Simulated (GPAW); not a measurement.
Input of a GPAW 26.7.0 run:

run.py

```python
import numpy as np
from ase import Atoms
from ase.dft.bandgap import bandgap
from ase.io import write
from ase.units import GPa
from gpaw import GPAW, PW, setup_paths
from gpaw.spinorbit import soc_eigenstates

setup_paths.insert(0, '.')

atoms = Atoms(['Hf', 'B', 'B'],
              cell=[[3.14, 0.0, 0.0],
                    [-1.57, 2.7193197679, 0.0],
                    [0.0, 0.0, 3.48]],
              scaled_positions=[[0.0, 0.0, 0.0],
                                [0.6666666667, 0.3333333333, 0.5],
                                [0.3333333333, 0.6666666667, 0.5]],
              pbc=True)

calc = GPAW(mode=PW(800),
            xc='PBEsol',
            kpts={'size': (7, 7, 6), 'gamma': True},
            occupations={'name': 'fermi-dirac', 'width': 0.05},
            nbands=20,
            convergence={'density': 1e-05, 'energy': 1e-05},
            maxiter=150,
            txt='gpaw.txt')
atoms.calc = calc
energy = atoms.get_potential_energy()
forces = atoms.get_forces()
stress = atoms.get_stress()
calc.write('gs.gpw')
write('result.traj', atoms)
print(f'Energy: {energy:.6f} eV')
print('Forces (eV/A):')
print(forces.round(4))
print('Stress (GPa):', (stress / GPa).round(3))
print('Fermi level:', round(calc.get_fermi_level(), 4), 'eV')
print(f'Gap: {bandgap(calc)[0]:.4f} eV, direct: {bandgap(calc, direct=True)[0]:.4f} eV')

path = atoms.cell.bandpath('GMKGALHA,LM,KH', npoints=60, eps=1e-4)
bs_calc = calc.fixed_density(kpts=path, symmetry='off', nbands=30,
                             convergence={'bands': 'CBM+6.0', 'eigenstates': 1e-6}, txt='bands.txt')
bs = bs_calc.band_structure()
bs.write('bs.json')
print(f'Gap on the path: {bandgap(bs_calc)[0]:.4f} eV')

soc = soc_eigenstates(bs_calc, theta=54.7, phi=45)
np.savetxt('soc_bands.dat', soc.eigenvalues(), fmt='%.4f')
mesh = soc_eigenstates('gs.gpw', theta=54.7, phi=45)
np.savetxt('soc_mesh.dat', mesh.eigenvalues(), fmt='%.4f')
print('Fermi level with spin-orbit coupling:', round(mesh.fermi_level, 4), 'eV')
```

Potentials or basis: PAW data sets generated in the run's folder for this functional, pw.

Launch:

```bash
$ gpaw-setup -f PBEsol B Hf
$ OMP_NUM_THREADS=1 python run.py
```

Q: Estimate the pressure.

A: -3.5 GPa.

Q: What does it give for the band gap along the path?

A: None (metal or under the smearing width).

Levels at the corners of the path, in eV from the Fermi level:
| point | band 15 | band 16 | band 17 | band 18 | band 19 | band 20 | band 21 | band 22 |
| --- | --- | --- | --- | --- | --- | --- | --- | --- |
| Γ | -2.65 | -2.65 | -2.53 | -2.53 | 4.02 | 4.02 | 4.19 | 4.19 |
| M | -3.20 | -3.20 | -2.71 | -2.71 | 2.36 | 2.36 | 2.87 | 2.87 |
| K | -2.45 | -2.45 | -2.37 | -2.37 | 1.82 | 1.82 | 2.00 | 2.00 |
| Γ | -2.65 | -2.65 | -2.53 | -2.53 | 4.02 | 4.02 | 4.19 | 4.19 |
| A | -0.96 | -0.96 | 0.39 | 0.39 | 0.49 | 0.49 | 1.02 | 1.02 |
| L | -4.52 | -4.52 | -2.39 | -2.39 | 4.26 | 4.26 | 4.27 | 4.27 |
| H | -3.11 | -3.11 | -2.66 | -2.66 | 4.58 | 4.58 | 5.55 | 5.55 |
| A | -0.96 | -0.96 | 0.39 | 0.39 | 0.49 | 0.49 | 1.02 | 1.02 |
| L | -4.52 | -4.52 | -2.39 | -2.39 | 4.26 | 4.26 | 4.27 | 4.27 |
| M | -3.20 | -3.20 | -2.71 | -2.71 | 2.36 | 2.36 | 2.87 | 2.87 |
| K | -2.45 | -2.45 | -2.37 | -2.37 | 1.82 | 1.82 | 2.00 | 2.00 |
| H | -3.11 | -3.11 | -2.66 | -2.66 | 4.58 | 4.58 | 5.55 | 5.55 |

Caveat: spin-orbit coupling was added after a scalar SCF, so levels and gaps hold it while energy, forces, pressure and moments don't; this program's spin-orbit splittings come out too wide for heavy elements.
